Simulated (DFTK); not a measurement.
Runs of DFTK 0.8.2 on Mo. The structure is cubic, space group Im-3m (No. 229). Conventional cell: a = 3.168 Å, b = 3.168 Å, c = 3.168 Å, α = 90.00°, β = 90.00°, γ = 90.00°. Mo (site symmetry m-3m) has 8 Mo at 2.74 Å as nearest neighbours. 

| task | level | potentials or basis | k mesh | cutoff (eV) | valence electrons | SCF solver | mesh quality | gap on the mesh (eV) | pressure (GPa) | V0 of scaled cells (Å³/atom) | B0 (GPa) |
| --- | --- | --- | --- | --- | --- | --- | --- | --- | --- | --- | --- |
| equation of state | PBEsol | cp2k.nc.sr.pbe.v0_1.largecore.gth (PBE, GTH) | 9 × 9 × 9 | 1306 | Mo 14 | - | not flagged | - | - | 15.37 | 284 |
| band structure | r2SCAN | in-house norm-conserving set (r2SCAN, scalar relativistic) | 11 × 11 × 11 | 1088 | Mo 14 | - | not flagged | none | (a) | - | - |
| single point | PBEsol | dojo.nc.sr.pbesol.v0_4_1.standard.upf (PBEsol) | 12 × 12 × 12 | 1088 | Mo 14 | - | not flagged | none | -9.4 | - | - |
| band structure | BJ06 | SG15 1.2 (PBE) | 10 × 10 × 10 | 1225 | Mo 14 | ScfAndersonSolver | not flagged | none | - | - | - |
| equation of state | LDA | cp2k.nc.sr.lda.v0_1.largecore.gth (LDA, GTH, large core) | 11 × 11 × 11 | 1116 | Mo 6 | - | not flagged | - | - | 15.40 | 272 |
| equation of state | PBEsol | dojo.nc.sr.pbesol.v0_4_1.standard.upf (PBEsol) | 12 × 12 × 12 | 1088 | Mo 14 | - | not flagged | - | - | 15.34 | 283 |
| equation of state | r2SCAN | SG15 1.2 (PBE) | 7 × 7 × 7 | 1225 | Mo 14 | - | coarse | - | - | (b) | 279 |
| single point | PBE | dojo.nc.sr.pbe.v0_4_1.standard.upf (PBE) | 12 × 12 × 12 | 1088 | Mo 14 | - | not flagged | none | -1.6 | - | - |

Alike in all rows: no spin polarisation; cell as given; smearing fermi-dirac 0.05 eV.

Question: Estimate the missing entries.

Answer: (a) -3.4; (b) 15.62.

Caveats: some runs use coarse meshes; the potentials were made for another functional, which shifts forces and pressure (some runs); GTH potentials come without recommended cutoffs, and this one wasn't checked for convergence (some runs); the program leaves the constant c of mgga_x_tb09 at 1, so the potential is Becke-Johnson's (BJ06) and not Tran and Blaha's, with levels but no total energy (some runs); this set keeps more shells in the core, which shifts pressures and gaps (some runs).

A k mesh can miss the band edges, and the runs leave out spin-orbit coupling on Mo.

A gap of «none» marks a metal or a gap under the smearing width.

Not every run made on this cell is shown here.
